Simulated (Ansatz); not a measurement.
## B: from a trial structure to a relaxed crystal

Level of theory: DFT PBE, scalar-relativistic, plane waves, PAW in Ansatz 0.2.0. Cutoff 420 eV, Γ-centred k mesh, Gaussian smearing, no spin polarisation in the final step.

B was placed on the hcp structure type (P6_3/mmc, No. 194), at a guessed volume.

```
CELL_PARAMETERS angstrom
2.21301 0.00000 0.00000
-1.10651 1.91652 0.00000
0.00000 0.00000 3.59184
ATOMIC_POSITIONS crystal
B 0.33333 0.66667 0.25000
B 0.66667 0.33333 0.75000
```

Cell and atoms relax at zero pressure; the relaxation can't lower the symmetry of the start. After a coarse first stage the cell is made exact in the group found at 0.06 Å.

Energies count from the standard state of B at the same level.

Question: Which crystal results?

Answer: It keeps P6_3/mmc (No. 194), but not the shape of the type it started on. Conventional cell: a = 1.713 Å, c = 9.176 Å. B is coordinated by 6 B at 1.71 Å.

```
B
1.0
     1.71254    0.00000    0.00000
    -0.85627    1.48310    0.00000
     0.00000    0.00000    9.17576
B
2
Direct
  0.33333 0.66667 0.25000
  0.66667 0.33333 0.75000
```

Question: What are its volume, energy, density and gap?

Answer: The volume per atom is 11.7 Å³, the density is 1.5 g/cm³ and the energy over the standard structure is 0.71 eV/atom. The gap on the 27×27×6 mesh is 0 eV (a metal).

The final run used a 27×27×6 mesh on its 2-atom cell and 0.10 eV smearing. For metals, differences of a few meV/atom aren't resolved. Weakly bound directions are ill-defined at this level, which has no dispersion term. Symmetry constrained the relaxation, so the result can be a saddle point. The steps took about 70 core-seconds in all.